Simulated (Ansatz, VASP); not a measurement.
## Two plane-wave programs on PbS (Galena)

```xyz
2
Lattice="0.0000 2.7998 2.7998 2.7998 0.0000 2.7998 2.7998 2.7998 0.0000" Properties=species:S:1:pos:R:3 pbc="T T T"
Pb    0.0000    0.0000    0.0000
S     2.7998    2.7998    2.7998
```

Change from the starting cell: hydrostatic strain -5.8%.

Alike in both runs: task single point; functional PBE; k mesh 8 × 8 × 8; occupations fermi-dirac, width 0.02 eV; no spin polarisation.

```csv
,VASP,Ansatz
version,VASP 6.6.1,Ansatz 0.2.0
potentials or method,"VASP PAW PBE potentials, release 64 (Pb_d, S)","plane waves, PAW"
plane-wave cutoff (eV),520,420
valence electrons in the cell,20,20
```

|  | VASP | Ansatz | Ansatz less VASP |
| --- | --- | --- | --- |
| pressure (GPa) | 17.2 | 17.2 | +0.09 |

Caveats: so large a pressure means that the cell lies far from this level's equilibrium, or that cutoff or potentials fall short (VASP).
